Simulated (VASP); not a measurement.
# Cu (Fm-3m) in VASP: further runs, part 2 of 2

VASP 6.6.1. Earlier steps stand in the parts before.

### 4 Vibrations by finite differences, PBE

This run uses another cell than the first one, of 12.00 Å³/atom, 1.016 times its volume.

INCAR

```
PREC = Accurate
ENCUT = 520
EDIFF = 1E-8
ISMEAR = 0
SIGMA = 0.1
LREAL = False
LASPH = True
NELM = 80
ALGO = Fast
ISIF = 3
LWAVE = False
LCHARG = False
GGA = PE
NBANDS = 12
IBRION = 6
NFREE = 2
POTIM = 0.015
NSW = 1
```

KPOINTS

```
Automatic mesh
0
Gamma
  20 20 20
```

POSCAR

```
Cu                                      
1.0
    0.0000000000      1.8171859815      1.8171859815
    1.8171859815     -0.0000000000      1.8171859815
    1.8171859815      1.8171859815     -0.0000000000
  Cu            
     1
Direct
     0.0000000000000000    0.0000000000000000    0.0000000000000000
```

Potentials or basis: VASP PAW PBE potentials, release 64 (Cu).

Started as:

```sh
$ cat potpaw_PBE.64/Cu/POTCAR > POTCAR
$ mpirun -np 1 vasp_std > vasp.out
```

OUTCAR:

```text
PREC = Accurate
   ENCUT = 520
   EDIFF = 1E-8
   ISMEAR = 0
   LREAL = False
   LASPH = True
   NELM = 80
   ISIF = 3
   GGA = PE
   IBRION = 6
   NFREE = 2
   POTIM = 0.015
   NSW = 1

 ion  position               nearest neighbor table
   1  0.000  0.000  0.000-

  LATTYP: Found a face centered cubic cell.
 ALAT       =     3.6343719630

  Lattice vectors:

 A1 = (   0.0000000000,   1.8171859815,   1.8171859815)
 A2 = (   1.8171859815,   0.0000000000,   1.8171859815)
 A3 = (   1.8171859815,   1.8171859815,   0.0000000000)

Analysis of symmetry for initial positions (statically):
=====================================================================
 Subroutine PRICEL returns:
 Original cell was already a primitive cell.

 Routine SETGRP: Setting up the symmetry group for a
 face centered cubic supercell.

 Subroutine GETGRP returns: Found 48 space group operations
 (whereof 48 operations were pure point group operations)
 out of a pool of 48 trial point group operations.

The static configuration has the point symmetry O_h .

Analysis of symmetry for dynamics (positions and initial velocities):
=====================================================================
 Subroutine PRICEL returns:
 Original cell was already a primitive cell.

 Routine SETGRP: Setting up the symmetry group for a
 face centered cubic supercell.

 Subroutine GETGRP returns: Found 48 space group operations
 (whereof 48 operations were pure point group operations)
 out of a pool of 48 trial point group operations.

The dynamic configuration has the point symmetry O_h .

 Subroutine INISYM returns: Found 48 space group operations
 (whereof 48 operations are pure point group operations),
 and found     1 'primitive' translations

----------------------------------------------------------------------------------------

                                     Primitive cell

  volume of cell :      12.0013

  direct lattice vectors                    reciprocal lattice vectors
     0.000000000  1.817185981  1.817185981    -0.275150703  0.275150703  0.275150703
     1.817185981  0.000000000  1.817185981     0.275150703 -0.275150703  0.275150703
     1.817185981  1.817185981  0.000000000     0.275150703  0.275150703 -0.275150703

  length of vectors
     2.569889060  2.569889060  2.569889060     0.476574997  0.476574997  0.476574997

  position of ions in fractional coordinates (direct lattice)
     0.000000000  0.000000000  0.000000000

  ion indices of the primitive-cell ions
   primitive index   ion index
                 1           1

----------------------------------------------------------------------------------------
[... 223 lines left out ...]

[... ionic steps 4 to 12 ...]

--------------------------------------- Ionic step       13  -------------------------------------------

 number of electron      10.9999996 magnetization

------------------------ aborting loop because EDIFF is reached ----------------------------------------
[... 65 lines left out ...]
--------------------------------------- Ionic step       15  -------------------------------------------

 number of electron      10.9999997 magnetization

 Free energy of the ion-electron system (eV)
  ---------------------------------------------------
  ext. energy  EPLUGINS =         0.00000000
  ---------------------------------------------------
  free energy    TOTEN  =        -3.72950569 eV

  energy without entropy =       -3.72816634  energy(sigma->0) =       -3.72883602

 E-fermi :   7.3621     XC(G=0): -12.6328

 val. band max:        7.3416947083   @ k =   0.5000   0.2500   0.1000
 cond. band min:       7.4070990896   @ k =   0.5000   0.3500   0.1500
 fundamental gap:      0.0654043812
 Fermi energy:         7.3620512081

 k-point     1 :       0.0000    0.0000    0.0000
  band No.  band energies     occupation
      1      -1.8413      2.00000
      2       4.4118      2.00000
      3       4.4118      2.00000
      4       4.4118      2.00000
      5       5.2136      2.00000
      6       5.2136      2.00000
      7      29.8540      0.00000
      8      32.3742      0.00000
      9      32.3742      0.00000
     10      32.3764      0.00000
     11      34.8546      0.00000
     12      34.8546      0.00000
[... 331 lines left out ...]
 k-point    24 :      -0.3500    0.0500    0.0000
  band No.  band energies     occupation
      1       1.9401      2.00000
      2       4.4378      2.00000
      3       4.4766      2.00000
      4       4.6134      2.00000
      5       5.5218      2.00000
      6       5.7993      2.00000
      7      14.5756      0.00000
      8      26.9975      0.00000
      9      29.3972      0.00000
     10      30.2852      0.00000
     11      32.6254      0.00000
     12      34.3401      0.00000

 [... further k-points ...]
[... 5 lines left out ...]
  --------------------------------------------------------------------------------------
  -------------------------------------------------------------------------------------
  Total        0.0000560      0.0000560      0.0000560      0.0000000      0.0000000     -0.0000000
  in kB        0.0074724      0.0074724      0.0074724      0.0000000      0.0000000     -0.0000000
  external PRESSURE =       0.0074724 kB  Pullay stress =       0.0000000 kB
[... 16 lines left out ...]
  FREE ENERGIE OF THE ION-ELECTRON SYSTEM (eV)
  ---------------------------------------------------
  free  energy   TOTEN  =        -3.7295056939 eV

  energy  without entropy=       -3.7281663395  energy(sigma->0) =       -3.72883602

 INTERNAL STRAIN TENSORS FROM STRAINED CELLS
 ============================================

 INTERNAL STRAIN TENSOR FOR ION    1 for displacements in x,y,z  (eV/Angst):
          X           Y           Z          XY          YZ          ZX
  --------------------------------------------------------------------------------
  x    -0.00000    -0.00000     0.00000    -0.00000     0.00000     0.00000
  y    -0.00000     0.00000     0.00000    -0.00000     0.00000     0.00000
  z     0.00000     0.00000     0.00000     0.00000    -0.00000     0.00000

 INTERNAL STRAIN TENSORS FROM DISPLACED ATOMS
 ============================================

 INTERNAL STRAIN TENSOR FOR ION    1 for displacements in x,y,z  (eV/Angst):
          X           Y           Z          XY          YZ          ZX
  --------------------------------------------------------------------------------
  x     0.00000     0.00000     0.00000     0.00000     0.00000     0.00000
  y     0.00000     0.00000     0.00000     0.00000     0.00000     0.00000
  z     0.00000     0.00000     0.00000     0.00000     0.00000     0.00000

 Eigenvectors and eigenvalues of the dynamical matrix
 ----------------------------------------------------

   1 f  =    0.000000 THz     0.000000 2PiTHz    0.000000 cm-1     0.000000 meV
             X         Y         Z           dx          dy          dz
      0.000000  0.000000  0.000000     0.514496    0.857493    0.000000

   2 f  =    0.000000 THz     0.000000 2PiTHz    0.000000 cm-1     0.000000 meV
             X         Y         Z           dx          dy          dz
      0.000000  0.000000  0.000000     0.857493   -0.514496    0.000000

   3 f  =    0.000000 THz     0.000000 2PiTHz    0.000000 cm-1     0.000000 meV
             X         Y         Z           dx          dy          dz
      0.000000  0.000000  0.000000     0.000000    0.000000    1.000000

--------------------------------------------------------------------------------------------------------

 ELASTIC MODULI CONTR FROM IONIC RELAXATION (kBar)
 Direction    XX          YY          ZZ          XY          YZ          ZX
 --------------------------------------------------------------------------------
 XX           0.0000      0.0000      0.0000      0.0000      0.0000      0.0000
 YY           0.0000      0.0000      0.0000      0.0000      0.0000      0.0000
 ZZ           0.0000      0.0000      0.0000      0.0000      0.0000      0.0000
 XY           0.0000      0.0000      0.0000      0.0000      0.0000      0.0000
 YZ           0.0000      0.0000      0.0000      0.0000      0.0000      0.0000
 ZX           0.0000      0.0000      0.0000      0.0000      0.0000      0.0000
 --------------------------------------------------------------------------------

 TOTAL ELASTIC MODULI (kBar)
 Direction    XX          YY          ZZ          XY          YZ          ZX
 --------------------------------------------------------------------------------
 XX        1827.8393   1215.6326   1215.6326     -0.0000     -0.0000     -0.0000
 YY        1215.6326   1827.8393   1215.6326      0.0000      0.0000     -0.0000
 ZZ        1215.6326   1215.6326   1827.8393      0.0000      0.0000     -0.0000
 XY          -0.0000      0.0000      0.0000    831.1714      0.0000      0.0000
 YZ          -0.0000      0.0000      0.0000      0.0000    831.1714      0.0000
 ZX          -0.0000     -0.0000     -0.0000      0.0000      0.0000    831.1714
 --------------------------------------------------------------------------------
```

stdout:

```text
POSCAR found type information on POSCAR Cu
 POSCAR found :  1 types and       1 ions
 scaLAPACK will be used
 LDA part: xc-table for (Slater+PW92), standard interpolation
 POSCAR, INCAR and KPOINTS ok, starting setup
 FFT: planning ... GRIDC
 FFT: planning ... GRID_SOFT
 FFT: planning ... GRID
[... 35 lines left out ...]
 num prob  num prob RMM:  11    -0.372880694288E+01    0.10964E-08   -0.93393E-09 39196   0.914E-04
 Finite differences progress:
 bond charge predicted
 num prob RMM:   9    -0.372880735936E+01   -0.52166E-08   -0.84230E-08 41964   0.185E-03
 Finite differences progress:
 bond charge predicted
 num prob  num prob RMM:  10    -0.372880692827E+01    0.12216E-07   -0.25293E-08 40915   0.186E-03    0.511E-04
 num prob  num prob  num prob  num prob  num prob RMM:  11    -0.372880692539E+01    0.28815E-08   -0.90586E-09 39118   0.886E-04
 Finite differences progress:
 bond charge predicted
 Finite differences progress:
 bond charge predicted
 Finite differences progress:
```

Wall time 21 min (1 thread of Intel Xeon Platinum 8488C (Sapphire Rapids), shared host); peak memory 0.63 GiB.

What came out:

| Quantity | Value |
| --- | --- |
| Elastic constants C11, C12, C44 | 183, 122, 83 GPa |
| Voigt bulk modulus | 142 GPa |

Elastic tensor in Voigt notation (GPa, in the Cartesian axes of the cell as first typed):
```
183 122 122   0   0   0
122 183 122   0   0   0
122 122 183   0   0   0
  0   0   0  83   0   0
  0   0   0   0  83   0
  0   0   0   0   0  83
```

Clamped-ion elastic tensor (GPa):
```
183 122 122   0   0   0
122 183 122   0   0   0
122 122 183   0   0   0
  0   0   0  83   0   0
  0   0   0   0  83   0
  0   0   0   0   0  83
```
